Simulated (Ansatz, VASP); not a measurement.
One calculation of MgO, two programs

```
Mg O
1.0
     3.44460    0.00000    0.00000
    -1.72230    2.98311    0.00000
     0.00000    0.00000   11.07460
Mg O
4 4
Direct
  0.33333 0.66667 0.96949
  0.00000 0.00000 0.22082
  0.00000 0.00000 0.72082
  0.66667 0.33333 0.46949
  0.33333 0.66667 0.78004
  0.00000 0.00000 0.52964
  0.00000 0.00000 0.02964
  0.66667 0.33333 0.28004
```

Alike in both runs: task single point; functional PBE; k mesh 9 × 9 × 2; occupations gaussian, width 0.05 eV; no spin polarisation.

```csv
,VASP,Ansatz
version,VASP 6.6.1,Ansatz 0.2.0
potentials or method,"VASP PAW PBE potentials, release 64 (Mg, O)","scalar-relativistic, plane waves, PAW"
plane-wave cutoff (eV),520,520
valence electrons in the cell,32,64
```

```csv
,VASP,Ansatz,Ansatz less VASP
gap on the k mesh at the Fermi level (eV),2.69,2.71,+0.020
least direct gap on the mesh (eV),2.69,2.71,+0.020
pressure (GPa),-13.0,-12.6,+0.42
largest component of the traceless stress (GPa),0.10,0.09,-0.011
rms of the force components (eV/Å),0.024,0.023,-0.0004
```

Atom by atom the forces differ by 0.001 eV/Å (rms over components). The two sets of potentials don't hold the same shells in valence.

PBE gaps usually lie below the measured ones, often by a third to a half.
